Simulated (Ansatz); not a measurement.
# Moving the dispersion correction in Co

The cell as given:

```xyz
4
Lattice="2.4706 0.0000 0.0000 -1.2353 2.1396 0.0000 0.0000 0.0000 8.0882" Properties=species:S:1:pos:R:3 pbc="T T T"
Co    1.2353    0.7132    6.0662
Co    0.0000    0.0000    4.0441
Co    0.0000    1.4264    2.0221
Co    0.0000    0.0000    0.0000
```

Kept alike: task relaxation of cell and atoms; functional PBEsol; k mesh 12 × 12 × 4; occupations fermi-dirac, width 0.05 eV; collinear spin, ferromagnetic start. Program: Ansatz, Ansatz PAW, cutoff 420 eV. The mesh is that of the run's cell of 4 atoms. No spin-orbit coupling.

| dispersion correction | volume (Å³/atom) | first edge of the run's cell (Å) | third edge of the run's cell (Å) | largest site moment (μB) |
| --- | --- | --- | --- | --- |
| D3(BJ) | 10.143 | 2.437 | 7.888 | 1.65 |
| D3(BJ)-ATM | 10.205 | 2.442 | 7.902 | 1.66 |
| D4 | 10.257 | 2.447 | 7.914 | 1.67 |
| none | 10.416 | 2.460 | 7.952 | 1.69 |

The relaxations keep at least the cell's symmetry (P6_3/mmc). For a metal such a mesh leaves the last digits unconverged. Relaxations stop with a little pressure left, so the last digits of a volume or edge aren't settled. Ansatz's relaxations hold a Pulay term in the stress (up to 0.2 GPa here). The runs hold the magnetic state that their start led to, which needn't be the lowest. Site moments count inside each atom's sphere or projector. All rows use potentials made for PBE.

The volume runs from 10.143 (D3(BJ)) to 10.416 Å³/atom (none). Against no correction: D3(BJ) -2.6 %; D3(BJ)-ATM -2.0 %; D4 -1.5 %. Dispersion terms mostly attract and so lower the volume; the schemes' coefficients and damping set how far. The first edge of the run's cell runs from 2.437 (D3(BJ)) to 2.460 Å (none). The third edge of the run's cell runs from 7.888 (D3(BJ)) to 7.952 Å (none). The largest site moment runs from 1.65 (D3(BJ)) to 1.69 μB (none).
